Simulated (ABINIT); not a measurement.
Crystal: BaTe.

```
CELL_PARAMETERS angstrom
0.00000 3.41000 3.41000
3.41000 0.00000 3.41000
3.41000 3.41000 0.00000
ATOMIC_POSITIONS crystal
Ba 0.00000 0.00000 0.00000
Te 0.50000 0.50000 0.50000
```

- Program: ABINIT 10.8.3 (patched build)
- Task: relaxation of cell and atoms
- Functional: PBE
- Potentials or basis: JTH PAW PBE v2.0
- Cutoff: 408 eV
- k mesh: 5 × 5 × 5
- Occupations: fermi-dirac, width 0.05 eV
- Spin: spin-orbit coupling, no magnetisation

At the start: pressure 4.2 GPa; volume 39.65 Å³/atom.

Q: Where does the relaxation end?

A: Over 5 steps the energy falls by 55.9 meV/atom and the volume is 44.39 Å³/atom (+11.9 %); space group Fm-3m (No. 225, to 0.05 Å).

Step by step:
```tsv
step	energy change (eV)	largest force (eV/Å)	pressure (GPa)	volume (Å³)
1	0.0000	0.0000	4.17	79.30
2	-0.0246	0.0000	3.60	80.32
3	-0.1104	0.0000	0.38	87.59
4	-0.1118	0.0000	0.06	88.58
5	-0.1118	0.0000	0.00	88.77
```

Final structure:
```xyz
2
Lattice="0.0000 3.5407 3.5407 3.5407 0.0000 3.5407 3.5407 3.5407 0.0000" Properties=species:S:1:pos:R:3 pbc="T T T"
Ba    0.0000    0.0000    0.0000
Te    3.5407    3.5407    3.5407
```

Caveat: this set's barium file shifts pressures by 1.5 GPa and gaps by 0.1 eV against other sets; the volume moved by +12 % from the deposited cell, more than functionals usually miss.
